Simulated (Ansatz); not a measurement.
# HfS2: band gap under strain, part 2 of 2

Ansatz 0.2.0, plane waves, PAW.

**6. +4.0 % equal strain in all directions: r2SCAN**

The input, input.yaml:

```yaml
crystal:
  lattice:
    - [3.7761808978, 0.0, 0.0]
    - [-1.8880904489, 3.2702685868, 0.0]
    - [0.0, 0.0, 6.1150302787]
  atoms:
    - { symbol: Hf, position: [0.0, 0.0, 0.0] }
    - { symbol: S, position: [0.6666666667, 0.3333333333, 0.774746721] }
    - { symbol: S, position: [0.3333333333, 0.6666666667, 0.225253279] }
kpoints:
  mp_grid: { grid: [12, 12, 4] }
  band_path:
    path:
      - [0.0, 0.0, 0.0]
      - [0.5, 0.0, 0.0]
      - [0.3333333333, 0.3333333333, 0.0]
      - [0.0, 0.0, 0.5]
      - [0.5, 0.0, 0.5]
      - [0.3333333333, 0.3333333333, 0.5]
      - [0.0, 0.25, 0.25]
      - [-0.072917, 0.145833, 0.0]
      - [0.0, 0.5, 0.5]
    npoints: 1
hamiltonian:
  xc: r2scan
scf:
  occupations: { method: fixed }
  n_extra_bands: 4
output:
  forces: true
  stress: true
  eigenvalues: true
```

Command:

```bash
> ansatz run input.yaml --threads 4 --pin off --max-ram 5529MiB --backend cpu --events-out ev --progress --plain --runs-dir out
```

The log of the run:

```text
Warning: RAYON_NUM_THREADS=4 ignored (pool sized by the plan → 4); use --threads N
scf.n_extra_bands = 4 over 19 filled bands (N_el = 38.0): the run solves 23 bands
Engine: ansatz 0.2.0, aarch64-unknown-linux-gnu
Pseudopotentials: kind: paw
Pseudopotential: Hf, paw, valence charge 26, recommended cutoff 500 eV (meta_gga), Hf.paw.azcp
Pseudopotential: S, paw, valence charge 6, recommended cutoff 500 eV (meta_gga), S.paw.azcp
Functional definition: r2SCAN
  parameter k0 = 0.174
  parameter k1 = 0.065
  parameter a1 = 4.9479
  exchange = r2scan_x(k0 = k0, k1 = k1, a1 = a1)
  correlation = r2scan_c
Crystal: 3 atoms, lattice volume = 75.515 Å³
Basis set: ecut = 500 eV, 1883 PW (Γ), exchange–correlation on 120×120×180 points (64 copies of the dense FFT grid, shifted against one another)
Bands: 23, of which v1, the nominal top of the filled ones, is band 19 counted from 1 (18 counted from 0)
Symmetry: 12 space group operations
Space group: P-3m1 (ITA 164), of the structure as read, at distance tolerance 4.2e-5 Å
k-points: 69 of 576
Non-local potential: Hf, projectors of the file, l = 0: 3, l = 1: 2, l = 2: 2, l = 3: 3
Non-local potential: S, projectors of the file, l = 0: 2, l = 1: 2, l = 2: 2
PAW form: soft (Blöchl's): semilocal exchange-correlation on the pseudo side does not see the compensation charge
PAW frozen core: Hf, regenerated for the run's functional (the file was generated under x = pbe(κ = 0.804, μ = 0.2195149727645171), c = pbe(β = 0.06672455060314922))
PAW frozen core: S, regenerated for the run's functional (the file was generated under x = pbe(κ = 0.804, μ = 0.2195149727645171), c = pbe(β = 0.06672455060314922))
PAW one-centre angular grid: Hf, 974 points (default); XC on 160 Gauss nodes
PAW one-centre angular grid: S, 302 points (default); XC on 160 Gauss nodes
Initial density: superposition of atomic densities (neutral atoms: chi_scale 0, normalization atom), corrected by the library's trained network
Initial wavefunctions: pseudopotential atomic-orbital guess
Functional: x = r2scan, c = r2scan; τ floored in thin density (d = 2e-4 eV/Å³)
SCF iter   1: F=—  HF=-17550.010596 eV  |F-HF|=—  |Δ(HF+E_count)|=         —  Δρ=6.02e-3  dr2=2.17e-2  dr2_τ=6.25e-2  ethr=1.77e-3  ⟨swp⟩=5.0  Hψ=6109  notcnv=0  defer=126
preconditioner: auto → Resta (q_TF=auto, 2.433 Å⁻¹)  ε∞=4.6  [insulator: Δε(μ)=1.721 eV  Ē_g=12.349 eV  n_scr=22 (ndim 8)  ℏωp=23.4 eV  f_vac=0.150  ε∞_Penn≈4.6]
SCF iter   2: F=—  HF=-17550.021929 eV  |F-HF|=—  |Δ(HF+E_count)|=   1.13e-2  Δρ=3.24e-3  dr2=1.06e-2  dr2_τ=7.82e-4  ethr=5.71e-5  ⟨swp⟩=2.0  Hψ=3594  notcnv=0  defer=132
SCF iter   3: F=—  HF=-17550.021175 eV  |F-HF|=—  |Δ(HF+E_count)|=   7.53e-4  Δρ=2.04e-3  dr2=2.97e-3  dr2_τ=2.02e-4  ethr=2.79e-5  ⟨swp⟩=2.0  Hψ=2721  notcnv=0  defer=135
SCF iter   4: F=—  HF=-17550.021556 eV  |F-HF|=—  |Δ(HF+E_count)|=   3.81e-4  Δρ=5.84e-4  dr2=3.82e-4  dr2_τ=1.05e-5  ethr=7.81e-6  ⟨swp⟩=2.9  Hψ=2985  notcnv=0  defer=135
SCF iter   5: F=—  HF=-17550.021565 eV  |F-HF|=—  |Δ(HF+E_count)|=   9.36e-6  Δρ=9.34e-5  dr2=1.31e-5  dr2_τ=3.08e-7  ethr=1.00e-6  ⟨swp⟩=2.0  Hψ=1984  notcnv=0  defer=118
SCF iter   6: F=—  HF=-17550.021579 eV  |F-HF|=—  |Δ(HF+E_count)|=   1.35e-5  Δρ=2.52e-5  dr2=1.31e-6  dr2_τ=7.56e-8  ethr=3.46e-8  ⟨swp⟩=2.0  Hψ=2626  notcnv=0  defer=1
SCF iter   7: F=-17550.021579 eV  HF=-17550.021579 eV  |F-HF|=1.81e-8  |Δ(HF+E_count)|=   1.30e-7  Δρ=6.04e-6  dr2=4.36e-8  dr2_τ=5.54e-9  ethr=2.63e-10  ⟨swp⟩=5.1  Hψ=8500  notcnv=0
SCF 1 converged in 7 iterations: F = -17550.021579 eV  dr2 = 4.36e-8
NSCF: frozen V_eff on 9 k-points
SCF converged after 7 iterations
Free energy (F): -17550.021579 eV
Harris-Foulkes:  -17550.021579 eV  (|F-HF|=1.81e-8)
Internal energy: -17550.021579 eV  (E = F + TS)
E sigma→0 (E₀):  -17550.021579 eV
Fermi energy:    7.107496 eV
--- Per-component energies (eV) ---
  E_band       = -301.297767
  E_kinetic    = 630.419002
  E_local      = -8647.280091  (includes V_loc(G=0)·N_el)
  E_nonlocal   = -1192.207607
  E_hartree    = 3974.709908
  E_xc         = -465.539448
  E_vxc        = -480.143418  (∫ρ·V_xc dr)
  E_paw        = -8169.246237  (= ΣΔE_a)
  E_vpaw       = 1415.344940  (= ΣTr[D̂ρ^β])
  E_aug_tail   = 0.000001  (compensation charges beyond the density's cutoff)
  E_vtau       = 23.147057  (kinetic-family band-sum trace: ∫τ·v_τ [+ j·A + Jᵃ·Aᵃ] dr)
  E_ewald      = -3680.979096
  E_core_change = 0.101988  (= ΣΔE_core)
  E_smearing   = -0.000000  (= −TS)
  E_closure    = -0.000000  (closes the sum)
  Σ components = -17550.021579   (vs F -17550.021579, Δ=0.00e0)
--- Forces (eV/Å), atoms counted from 1 ---
  atom   1  Hf     0.00000000    -0.00000000     0.00000000
  atom   2  S      0.00000000     0.00000000     0.03249828
  atom   3  S      0.00000000    -0.00000000    -0.03249828
  max |Σ_I F_I| component: 1.85e-17 eV/Å
--- Stress (GPa, compression-positive) ---
       -5.300241       0.000000       0.000000
        0.000000      -5.300241       0.000000
        0.000000       0.000000      -0.338767
  P = ⅓ Tr σ = -3.6464 GPa (-36.464 kbar)
--- Band table (eV; the first three rows and the last of 69) ---
  k-point 0: bands = ["-56.8985", "-24.8838", "-24.7700", "-24.7700", "-6.2410", "-5.4813", "-5.3288", "-5.3158", "-5.3158", "-5.3129", "-5.3129", "-5.2870", "-4.4440", "2.8844", "4.0584", "4.0584", "6.8325", "6.8325", "7.0461", "9.2976", "9.2976", "10.2529", "12.9762"]
  k-point 1: bands = ["-56.8985", "-24.8838", "-24.7700", "-24.7700", "-6.1871", "-5.4931", "-5.3288", "-5.3158", "-5.3158", "-5.3129", "-5.3129", "-5.2870", "-4.5294", "3.2090", "4.0686", "4.0686", "6.4379", "6.7988", "6.7988", "9.2848", "9.2848", "10.3194", "13.0989"]
  k-point 2: bands = ["-56.8985", "-24.8839", "-24.7700", "-24.7700", "-6.1258", "-5.5094", "-5.3288", "-5.3158", "-5.3158", "-5.3129", "-5.3129", "-5.2870", "-4.6162", "3.6503", "4.0789", "4.0789", "5.7698", "6.7653", "6.7653", "9.2719", "9.2719", "10.3530", "13.2307"]
  k-point 68: bands = ["-56.8943", "-24.8607", "-24.8607", "-24.8553", "-5.3963", "-5.3963", "-5.3267", "-5.3188", "-5.3188", "-5.3057", "-5.2969", "-4.7527", "-4.7527", "3.3391", "3.5493", "3.5493", "5.1541", "5.4441", "5.4441", "9.9067", "10.8308", "10.8308", "13.2260"]
```

It took 5.3 s on 4 threads of Arm Neoverse V1, shared host; peak memory 0.62 GiB.

Gap with r2SCAN: 1.72 eV, valence top at (-0.07, 0.15, 0.00), conduction bottom at L. Least direct gap: 2.25 eV.

Stress along x, y, z: -5.30, -5.30, -0.34 GPa (compression positive).

**7. +4.0 % equal strain in all directions: HSE06**

Edit input.yaml of step 6 so:

```diff
@@ -10,3 +10,3 @@
 kpoints:
-  mp_grid: { grid: [12, 12, 4] }
+  mp_grid: { grid: [6, 6, 4] }
   band_path:
@@ -24,3 +24,3 @@
 hamiltonian:
-  xc: r2scan
+  xc: hse06
 scf:
@@ -32 +32,5 @@
   eigenvalues: true
+  write_density: true
+  write_potential: true
+  elf: true
+  volumetric_format: npy
```

Command:

```bash
> ansatz run input.yaml --threads 4 --pin off --max-ram 5529MiB --backend cpu --events-out ev --progress --plain --runs-dir out
```

The log of the run, shortened:

```text
Warning: output.stress: scf.convergence.dr2_threshold = 1e-7 eV (the SCF's general default) is looser than the 3e-10 eV advised for a printed stress (1e-10 eV for each atom of the cell: 3). What an SCF threshold leaves in a stress goes as its square root, and in the free energy as the [...]
Warning: output.stress: scf.exx.energy_threshold = 1e-6 eV is looser than the 3e-8 eV advised for a stress under a hybrid functional (1e-8 eV for each atom of the cell: 3). Every SCF of the exchange loop can meet its threshold on dr2 while the loop round them stops early: no threshold on [...]
Warning: RAYON_NUM_THREADS=4 ignored (pool sized by the plan → 4); use --threads N
scf.n_extra_bands = 4 over 19 filled bands (N_el = 38.0): the run solves 23 bands
[...]
[... 4 set-up lines as earlier in the session ...]
[...]
davidson cushion auto → on  (no smearing: the cushion is to keep the highest requested band from converging to the state above it; pin scf.eigensolver.cushion to override)
[...]
the search or the solves at the SCF's close seem to have found levels that the self-consistency loop had missed (the run counts 4). By its estimate they hold under 1e-12 electrons; where the run keeps them, the occupations were computed again with them
NSCF: frozen V_eff on 9 k-points
hybrid SCF converged: 3 outer / 16 inner (+3 warm-up), last move |dexx| = 1.69e-9 eV, tail = 1.95e-9 eV
Stability not checked: this state was not tested for a lower state beside it, because the functional holds exact exchange (a hybrid, or Hartree-Fock), whose exchange loop this test does not read (fock_operator; see scf.lower_state_search)
Free energy (F): -17531.804251 eV
Frozen-core exchange: fock
[...]
E sigma→0 (E₀):  -17531.804251 eV
Fermi energy:    6.768888 eV
[...]
--- Forces (eV/Å), atoms counted from 1 ---
  atom   1  Hf     0.00000000     0.00000000     0.00000000
  atom   2  S      0.00000000     0.00000000     0.06659137
  atom   3  S      0.00000000    -0.00000000    -0.06659137
[...]
--- Stress (GPa, compression-positive) ---
       -5.071054       0.000000       0.000000
        0.000000      -5.071054       0.000000
        0.000000       0.000000       0.092652
  P = ⅓ Tr σ = -3.3498 GPa (-33.498 kbar)
--- Band table (eV; the first three rows and the last of 24) ---
[... band rows left out ...]
[...]
```

It took 78 s on 4 threads of Arm Neoverse V1, shared host; peak memory 1.8 GiB.

HSE06 gives an indirect gap of 2.26 eV, from (-0.07, 0.15, 0.00) to L; the least direct gap is 2.84 eV.

**8. What strain did**

The summary covers parts 1 to 2.

Least gap in eV (negative: overlap):

| state | PBE | r2SCAN | HSE06 |
| --- | --- | --- | --- |
| +0.8 % equal strain in all directions | 1.12 | 1.44 | 1.95 |
| +4.0 % equal strain in all directions | 1.39 | 1.72 | 2.26 |

What this shows: Where both were run, the HSE06 gap lies +0.84 to +0.87 eV from PBE's, each on its own k points. In PBE the gap is least under +0.8 % equal strain in all directions (1.12 eV) and largest under +4.0 % equal strain in all directions (1.39 eV). Spin-orbit coupling is left out of the table, though the cell holds Hf (Z = 72); in an element this heavy it can shift bands and gaps by tenths of an eV.
